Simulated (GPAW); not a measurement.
Crystal: CsSnI3.

```xyz
5
Lattice="6.2057 0.0000 0.0000 0.0000 6.2057 0.0000 0.0000 0.0000 6.2057" Properties=species:S:1:pos:R:3 pbc="T T T"
Cs    0.0000    0.0000    0.0000
I     3.1029    3.1029    0.0000
I     3.1029    0.0000    3.1029
I     0.0000    3.1029    3.1029
Sn    3.1029    3.1029    3.1029
```

Base run:

- Program: GPAW 26.7.0
- Functional: GLLB-SC
- Potentials or basis: the program's PAW data sets (release 1.2.1) made for this functional
- Cutoff: 400 eV
- Basis: pw
- k mesh: 4 × 4 × 4
- Occupations: fermi-dirac, width 0.001 eV
- Spin: no spin polarisation

Its results: band gap on the k mesh, kohn-sham part alone 0.47 eV, direct; electronic dielectric tensor (diagonal) 6.37.

**Question.** The run is repeated on the same cell with these changes: functional from GLLB-SC to RPBE. What comes out?

**Answer.** Band gap on the k mesh 0.31 eV, direct; electronic dielectric tensor (diagonal) 7.12.

Caveats: the gap is small at this level, which inflates the dielectric constant; the long-wavelength limit can be off by a per cent or two; spin-orbit coupling is left out, which moves the levels of the heavy elements; an odd mesh through Γ misses points on the zone boundary, where band edges often lie; the cell was measured hot, at 500 K; a model potential gives levels but no total energy (some runs); response on these states lacks terms of the Hamiltonian (some runs).
